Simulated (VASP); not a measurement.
# TaS2: single point with PBEsol

TaS2, a slab with vacuum:

```
S Ta
1.0
     3.35000    0.00000    0.00000
    -1.67500    2.90119    0.00000
     0.00000    0.00000   24.93000
S Ta
2 1
Direct
  0.66667 0.33333 0.44124
  0.33333 0.66667 0.55876
  0.00000 0.00000 0.50000
```

```yaml
Program: VASP 6.6.1
Task: single point
Functional: PBEsol
Potentials_or_basis: VASP PAW PBE potentials, release 64 (S, Ta_pv)
Cutoff: 750 eV
k_mesh: 22 × 22 × 1
Occupations: methfessel-paxton, width 0.1 eV
Spin: no spin polarisation
Vacuum_Å: 22
Dipole_correction: yes
Further_INCAR_settings: ALGO = Normal; EDIFF = 1e-08; NBANDS = 22
```

```json
{
  "Largest force": "1.012 eV/Å",
  "Band gap on the k mesh": "none (metal or under the smearing width)",
  "Work function of the upper face": "5.05 eV",
  "Work function of the lower face": "5.05 eV"
}
```

Forces in eV/Å, atoms in the order of the input:
```
S    0.000  0.000 -1.012
S    0.000  0.000  1.012
Ta   0.000  0.000  0.000
```

Levels at points of the mesh, in eV from the Fermi level:
```tsv
k point	band 8	band 9	band 10	band 11	band 12	band 13	band 14	band 15	band 16	band 17
(0.00, 0.00, 0.00)	-4.26	-2.59	-0.81	-0.81	-0.03	-0.03	0.59	4.33	4.33	4.51
(0.50, 0.00, 0.00)	-4.43	-4.17	-2.84	-2.09	-1.05	2.41	2.95	4.85	4.90	4.98
```

Run time: 15 min on 1 thread of Intel(R) Xeon(R) Platinum 8488C (Sapphire Rapids) (shared host), peak memory 0.74 GiB.

Caveat: the PAW data sets were made with another functional, which shifts forces and pressure a little. Spin-orbit coupling is left out, which matters for the levels of Ta.
